## One cell, five pressures: choosing a functional for tungsten disilicide

The atoms of tungsten disilicide sit at the same places in the same box in every row below, so one might expect the stress to change little when one density functional replaces another. It changes a great deal, because each functional prefers its own volume. The pressure runs from strong tension with LDA to strong compression with BLYP, though those two rows also differ from the rest in their potentials.

ABINIT 10.8.3 plane-wave Kohn–Sham DFT for tungsten disilicide (WSi₂, space group I4/mmm), with the same cell and atomic positions in every row. All runs use a 12 × 12 × 12 k-point mesh and Fermi–Dirac smearing of 0.05 eV, without spin polarisation, spin–orbit coupling or a dispersion correction. Pressure and stress are positive in compression.

```tsv
functional	potentials	wave cutoff	pressure (GPa)	stress xx (GPa)	stress zz (GPa)
LDA	HGH LDA	571.439 eV	-7.890	-7.410	-8.840
PBE	JTH-PAW-PBE-v2.0	435.382 eV	2.950	2.750	3.350
PBEsol	JTH-PAW-PBE-v2.0	435.382 eV	-2.140	-2.340	-1.740
RPBE	JTH-PAW-PBE-v2.0	435.382 eV	5.540	5.280	6.060
BLYP	PseudoDojo-NC-SR-PBE-v0.4.1-standard	1006.82 eV	13.350	13.700	12.650
```

A positive pressure means that the crystal pushes outward and would expand if the cell were released; a negative one means that it would contract. Stress xx and stress yy act in the plane of the square base, stress zz along the long axis, and the pressure is the average of the three. Since the cell was not relaxed at any of these levels, the pressure tells how far each level's preferred volume lies from this one. A small pressure is therefore no mark of accuracy: it shows agreement with a cell whose origin isn't given.

### What the functional does

The fair comparison is among PBEsol, PBE and RPBE, which share potentials, cutoff and number of valence electrons. Their pressure rises in that order, by 5.1 GPa from PBEsol to PBE and by another 2.6 GPa to RPBE. The first step is the same in the plane and along the axis, and the second is nearly so. Changing the functional thus acts almost like turning a hydrostatic pressure on, and the disagreement is chiefly about volume.

The reason is expected to lie in how these functionals treat an uneven electron density, although runs at a single volume can't prove it. Each lowers the exchange energy where the density varies rapidly compared with its own local length scale. When a crystal expands, the density between the atoms thins out and this relative variation grows. A functional that rewards variation more strongly therefore gains more from expansion. For two functionals A and B in the same cell of volume $V$, with energies $E_A$ and $E_B$,

$$P_B-P_A=-\frac{d(E_B-E_A)}{dV}.$$

If $E_B$ falls relative to $E_A$ as the volume grows, B has the higher pressure.

This argument gives the observed order. PBEsol was built with a weaker gradient term in exchange than PBE, so it gains less from expansion. RPBE agrees with PBE for slowly varying densities and has the same upper limit, but its exchange enhancement rises faster in between, which pushes the pressure up again. PBEsol also alters the correlation part, and the table doesn't separate the two contributions.

### From pressure to lattice length

An engineer wants to know what 5 GPa means for the cell. For a small change, the relative change of volume on release is the pressure divided by the bulk modulus $K$, the resistance to uniform compression. With a rough recalled value of 220 GPa for this silicide, the step from PBEsol to PBE becomes

$$\frac{\Delta V}{V}\approx\frac{\Delta P}{K}=\frac{5.09}{220}\approx 0.023,$$

or 2.3 % in volume and, if all edges stretch alike, a third of that, about 0.8 %, in length.

The large pressure thus hides a modest disagreement about geometry, magnified by a stiff crystal. A softer solid with the same relative disagreement in volume would show a smaller pressure. If the cell were relaxed separately at each level, the pressures would vanish and the disagreement would appear in the lattice edges instead. No such relaxed cells are available to test the estimate. It is least safe for BLYP, where the implied expansion of about 6 % is too large for a constant stiffness. The output printed after this text applies the same division to every row, with no constant adjusted to the table.

### Where the potentials interfere

LDA and BLYP lie at the two ends, as their reputations suggest: LDA usually binds solids too tightly, and BLYP tends to give metals too large a volume. The sizes of their pressures, however, can't be credited to the functional alone. The LDA row freezes the 5s and 5p electrons of tungsten into the core, whereas all the other rows let them respond. The BLYP row uses a third set of potentials, made for PBE. The set shared by PBEsol, PBE and RPBE was also made for PBE, so in the PBEsol and RPBE rows the core doesn't fully match the functional, and the effect of this on the pressure is untested.

The shape of the cell gives a visible warning. In the three rows with shared potentials the stress along the axis exceeds that in the plane by 0.6 to 0.8 GPa; with LDA and BLYP it is lower by more than 1 GPa. Among the three functionals with shared potentials this difference hardly moves, which makes the potentials or the cutoff a possible cause of the reversal. These three functionals are close relatives, though, and no row has LDA or BLYP with the shared potentials, so the functionals themselves may also play a part. The convergence of the stress with cutoff is also untested, and an error there would matter most for differences this small. The ratio of the two lattice edges therefore needs its own check before it is trusted.

### Choosing a level for a purpose

For lattice dimensions, PBEsol is a sensible first choice because it was designed for the equilibrium geometry of solids and generally does well there, not because its pressure here is small. PBE is a useful second opinion, and the gap between them gives a first idea of how much the answer depends on the functional. It isn't an error bar: RPBE, with the same potentials, lies outside it. If the target is a lattice length good to a few tenths of a per cent, that choice matters. Zero-point motion and thermal expansion, both absent here, must be allowed for before a remaining difference from experiment is blamed on the functional.

For stress, the rule is stricter. Tungsten silicide serves in gate electrodes and interconnects, where film stresses are roughly 1 GPa (a recalled figure), several times smaller than the step from PBEsol to PBE. A stress computed on a borrowed cell would mostly report the choice of functional. The remedy is to relax the crystal with the chosen functional and potentials, apply the film's strain to that cell, and read the stress from there.

The relaxation must include the cell as well as the atoms. In the BLYP run the force on silicon is only 0.007 eV/Å, the smallest of the five, although the pressure is the highest. The force tests whether an atom is well placed inside a given box; the pressure tests whether the box has the right size. Passing the first test doesn't imply passing the second.

The cost depends more on the potentials than on the choice among these functionals. The number of plane waves per band grows as the cutoff to the power 3/2, so the BLYP setup needs about 3.5 times as many as the PBE one for the same number of electrons. That is a count and not a time, because the PAW setup does extra work around each atom. Moving among PBEsol, PBE and RPBE leaves the basis unchanged. A second functional is thus an affordable check, although each one needs its own cell relaxation, which takes several such calculations.

Numerical output:

```
Pressure step PBEsol to PBE, same potentials (GPa): 5.09
Pressure step PBE to RPBE, same potentials (GPa): 2.59
Pressure step PBEsol to RPBE, same potentials (GPa): 7.68
First step divided by second step: 1.965
Pressure step LDA to PBEsol, potentials change too (GPa): 5.75
Pressure step RPBE to BLYP, potentials change too (GPa): 7.81
Whole span of pressure, potentials mixed (GPa): 21.24
In-plane stress step PBEsol to PBE (GPa): 5.09
Stress step along c PBEsol to PBE (GPa): 5.09
In-plane stress step PBE to RPBE (GPa): 2.53
Stress step along c PBE to RPBE (GPa): 2.71
Estimated volume difference PBEsol to PBE (percent): 2.314
Estimated length difference PBEsol to PBE (percent): 0.7712
Shape and force, with estimated change on release:
     row  zz minus xx (GPa)  Si force along z (eV/A)  volume change (percent)  length change (percent)
     LDA              -1.43                 -0.09709                   -3.586                   -1.195
     PBE                0.6                  0.07877                    1.341                    0.447
  PBEsol                0.6                   0.0284                  -0.9727                  -0.3242
    RPBE               0.78                   0.1147                    2.518                   0.8394
    BLYP              -1.05                 0.006732                    6.068                    2.023
Size of the basis:
     row  plane waves per band relative to PAW rows  valence electrons per cell
     LDA                                      1.504                          14
     PBE                                          1                          22
  PBEsol                                          1                          22
    RPBE                                          1                          22
    BLYP                                      3.517                          22
```
